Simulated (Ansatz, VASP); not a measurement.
## Two plane-wave programs on ZrB2

Contents of INCAR:

```
SYSTEM = ZrB2
PREC = Accurate
ENCUT = 600
EDIFF = 1E-6
ISMEAR = 0
SIGMA = 0.05
LREAL = .FALSE.
LASPH = .TRUE.
NELM = 80
ALGO = Normal
ISIF = 3
LWAVE = .FALSE.
LCHARG = .FALSE.
GGA = PE
IBRION = 2
NSW = 80
EDIFFG = -0.01
```

File KPOINTS:

```
Automatic mesh
0
G
  14 14 12
  0 0 0
```

POSCAR

```
ZrB2
1.0
    3.1700000000      0.0000000000      0.0000000000
   -1.5850000000      2.7453005300      0.0000000000
    0.0000000000      0.0000000000      3.5330000000
Zr B
1 2
Direct
    0.0000000000      0.0000000000      0.0000000000
    0.3333333333      0.6666666667      0.5000000000
    0.6666666667      0.3333333333      0.5000000000
```

Input for Ansatz:

```yaml
crystal:
  lattice:
    - [3.17, 0.0, 0.0]
    - [-1.585, 2.74530053, 0.0]
    - [0.0, 0.0, 3.533]
  atoms:
    - { symbol: Zr, position: [0.0, 0.0, 0.0] }
    - { symbol: B, position: [0.3333333333, 0.6666666667, 0.5] }
    - { symbol: B, position: [0.6666666667, 0.3333333333, 0.5] }
basis:
  ecutwfc: 420
  ecutrho_ratio: 4
kpoints:
  mp_grid: { grid: [14, 14, 12] }
hamiltonian:
  xc: pbe
  pseudopotentials: { kind: paw, frozen_core: stored }
scf:
  occupations: { method: gaussian, width: 0.05 }
output:
  forces: true
  stress: true
  eigenvalues: true
relax:
  f_tol: 0.01
  max_steps: 60
  cell: { stress_tol: 0.04 }
```

Alike in both runs: task relaxation of cell and atoms; functional PBE; k mesh 14 × 14 × 12; occupations gaussian, width 0.05 eV; no spin polarisation.

```csv
,VASP,Ansatz
version,VASP 6.6.1,Ansatz 0.2.0
potentials or method,"VASP PAW PBE potentials, release 64 (Zr_sv, B)","scalar-relativistic, plane waves, PAW"
plane-wave cutoff (eV),600,420
valence electrons in the cell,18,18
```

Ansatz gave:

| Property | Result |
| --- | --- |
| gap on the k mesh at the Fermi level, each at its own relaxed structure (eV) | none |
| relaxed volume (Å³/atom) | 10.28 |
| relaxed cell length with the largest relative difference (Å) | 3.542 |

What did VASP give for the same quantities?

gap on the k mesh at the Fermi level, each at its own relaxed structure (eV): none; relaxed volume (Å³/atom): 10.29; relaxed cell length with the largest relative difference (Å): 3.543.

A gap of «none» marks a metal or a gap that the smearing closes.

PBE usually gives volumes a little too large and moduli too small. Zero-point motion and thermal expansion aren't in these numbers.
